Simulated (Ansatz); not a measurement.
## Carrier doping in GeO2

Consider GeO₂ in the rutile structure (space group P4_2/mnm, No. 136; a = 4.4884 Å, c = 2.9053 Å).

Carriers are added at fixed cell with a uniform background; the Fermi–Dirac width is that of 300 K.

All numbers come from DFT with PBE, PAW potentials and a 420 eV plane-wave cutoff in Ansatz (an electronic-structure program), no spin-orbit coupling, earlier PAW set.

Notes on the quantities. Fermi level from band edge: Fermi level relative to the doped band's edge (positive inside the band; to 0.05 eV).

```tsv
variant	Fermi level from band edge	gap between the host's bands
undoped	–	1.22 eV
electrons 3.0×10^21 cm⁻³	+1.90 eV	1.19 eV
electrons 5.0×10^21 cm⁻³	+2.30 eV	1.18 eV
electrons 7.0×10^21 cm⁻³	+2.65 eV	1.16 eV
electrons 2.0×10^22 cm⁻³	+3.45 eV	0.98 eV
holes 3.0×10^21 cm⁻³	+0.40 eV	1.30 eV
holes 5.0×10^21 cm⁻³	+0.50 eV	1.35 eV
holes 7.0×10^21 cm⁻³	+0.60 eV	1.40 eV
holes 2.0×10^22 cm⁻³	+0.80 eV	1.72 eV
```

Charged cell with a jellium background: band edges are those of the host's band count, energies are not comparable with the neutral cell, and many-body gap narrowing is missing. Stability against distortions was not tested.
